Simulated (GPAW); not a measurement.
Crystal: Fe.

```
Fe
1.0
     0.00000    1.94174    1.96511
     1.49844    0.00000    1.96511
     1.49844    1.94174    0.00000
Fe
1
Direct
  0.00000 0.00000 0.00000
```

Base run:

```yaml
Program: GPAW 26.7.0
Functional: PBEsol
Potentials_or_basis: PAW data sets generated in the run's folder for this functional
Cutoff: 600 eV
Basis: pw
k_mesh: 11 × 11 × 11
Occupations: fermi-dirac, width 0.05 eV
Spin: collinear spin, ferromagnetic start
Starting_moments: "[3.0] μB"
Hubbard_terms: Fe d U = 8 eV
```

Its results: pressure 42.7 GPa; net moment 3.22 μB per cell; site moments Fe +3.44 μB.

The run is repeated on the same cell with these changes: hubbard terms from Fe d U = 8 eV to none. What comes out?

Pressure -7.2 GPa; net moment 2.22 μB per cell; site moments Fe +2.23 μB.

Caveats: a pressure of tens of GPa on the cell as given is suspect, and the run, the potentials or the cell itself is likely at fault (some runs); the U is typed as a test and isn't derived for this compound (some runs).
